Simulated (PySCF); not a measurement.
A side-by-side comparison of computed properties.

First species: Methylenecyclopropane, C4H6.
Numbering: `[CH2:1]=[C:2]1[CH2:3][CH2:4]1` (hydrogens: H5, H6 on C1; H7, H8 on C3; H9, H10 on C4)

Second species: 1,2-butadiene, C₄H₆.
Atom-mapped SMILES: `[CH2:1]=[C:2]=[CH:3][CH3:4]` (hydrogens: H5, H6 on C1; H7 on C3; H8, H9, H10 on C4)

Levels: CAM-B3LYP/aug-cc-pVTZ for dipole moment, HOMO energy, LUMO energy, HOMO–LUMO gap, static isotropic polarisability and electronic spatial extent ⟨r²⟩ about the centre of nuclear charge; TDDFT CAM-B3LYP/aug-cc-pVTZ for lowest singlet excitation; TDA CAM-B3LYP/aug-cc-pVTZ for lowest triplet excitation (Tamm–Dancoff); PBE0-D3(BJ)/def2-TZVP for rotational constant A and rotational constant C. Geometries: PBE0-D3(BJ)/def2-TZVP. Each species is one conformer at its optimised geometry, gas phase, non-relativistic unless stated. Electronic properties by PySCF.

```
                                                         property    column X    column Y
                                                    dipole moment      0.45 D      0.47 D
                                                      HOMO energy    -8.55 eV    -8.77 eV
                                                      LUMO energy     0.26 eV     0.34 eV
                                                    HOMO–LUMO gap     8.81 eV     9.11 eV
                                        lowest singlet excitation     5.67 eV     6.63 eV
                         lowest triplet excitation (Tamm–Dancoff)     4.61 eV     4.38 eV
                                  static isotropic polarisability     54.1 au     49.7 au
electronic spatial extent ⟨r²⟩ about the centre of nuclear charge   350 bohr²   274 bohr²
                                            rotational constant A  34.644 GHz  19.761 GHz
                                            rotational constant C   3.966 GHz   5.514 GHz
```

Task: Which column belongs to which species?

Result: Column X is the second species and column Y the first. The first has 10 atoms and 30 electrons, the second 10 and 30.

Task: How does each property change from the first species to the second?

Result: dipole moment -0.02 D; HOMO energy +0.22 eV; LUMO energy -0.08 eV; HOMO–LUMO gap -0.30 eV; lowest singlet excitation -0.96 eV; lowest triplet excitation (Tamm–Dancoff) +0.23 eV; static isotropic polarisability +4.4 au; electronic spatial extent ⟨r²⟩ about the centre of nuclear charge +76 bohr²; rotational constant A +14.883 GHz; rotational constant C -1.548 GHz.

On the first: No computed singlet falls in the visible range (750 to 380 nm, 1.65 to 3.26 eV); S1 lies 3.37 eV above its blue end. Point group C2v permits a dipole; with 0.47 D the species has a pure rotational spectrum. Isolated species at its PBE0-D3(BJ)/def2-TZVP geometry, gas phase.

On the second: The dipole matches unit charges of opposite sign 0.09 Å apart (1 e·Å = 4.8032 D). The vertical singlet–triplet gap S1 − T1 is 1.06 eV (TDDFT singlet less Tamm–Dancoff triplet). Geometry: PBE0-D3(BJ)/def2-TZVP; no solvent, vibrations or thermal averaging.
